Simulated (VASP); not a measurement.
Here is a VASP 6.6.1 calculation.

Contents of INCAR:

```
ALGO = Normal
EDIFF = 1E-6
ENCUT = 520
GGA = PE
ISIF = 2
ISMEAR = 0
LASPH = True
LCHARG = False
LREAL = False
LWAVE = False
NBANDS = 52
NELM = 60
PREC = Accurate
SIGMA = 0.1
```

Contents of KPOINTS:

```
k-points
0
Gamma
  6 6 6
```

File POSCAR:

```
Sb2Pt
1.0
    6.5535521893      0.0000000000      0.0000000000
    0.0000000000      6.5535521893      0.0000000000
    0.0000000000      0.0000000000      6.5535521893
Sb Pt
8 4
Direct
    0.3749685917      0.3749685917      0.3749685917
    0.1250314083      0.6250314083      0.8749685917
    0.8749685917      0.1250314083      0.6250314083
    0.6250314083      0.8749685917      0.1250314083
    0.6250314083      0.6250314083      0.6250314083
    0.8749685917      0.3749685917      0.1250314083
    0.1250314083      0.8749685917      0.3749685917
    0.3749685917      0.1250314083      0.8749685917
    0.0000000000      0.0000000000      0.0000000000
    0.5000000000      0.0000000000      0.5000000000
    0.5000000000      0.5000000000      0.0000000000
    0.0000000000      0.5000000000      0.5000000000
```

Potentials or basis: VASP PAW PBE potentials, release 64 (Sb, Pt).

Command:

```console
$ cat potpaw_PBE.64/Sb/POTCAR potpaw_PBE.64/Pt/POTCAR > POTCAR
$ mpirun -np 1 vasp_std > vasp.out
```

Task: Predict the band gap on the k mesh.

Result: Zero (band 40 reaches 8.63 eV, above the bottom of band 41 at 8.42 eV).

Task: What does it give for the pressure?

Result: -0.3 GPa.

Caveat: spin-orbit coupling is left out, which moves the levels of the heavy elements.

**What was measured.**

From a printed reference work, data compilation, for a bulk crystal of Sb2Pt: band gap 0.11 eV.

Against the measured gap of Sb2Pt, 0.11 eV (a printed reference work, data compilation), the calculated 0.00 eV is off by -0.11 eV. Spin-orbit coupling on Pt, Sb is left out. The value is that of PBE on a finite k mesh, which can miss the band edges, without temperature or zero-point motion. Semilocal functionals fall short of measured gaps as a rule.
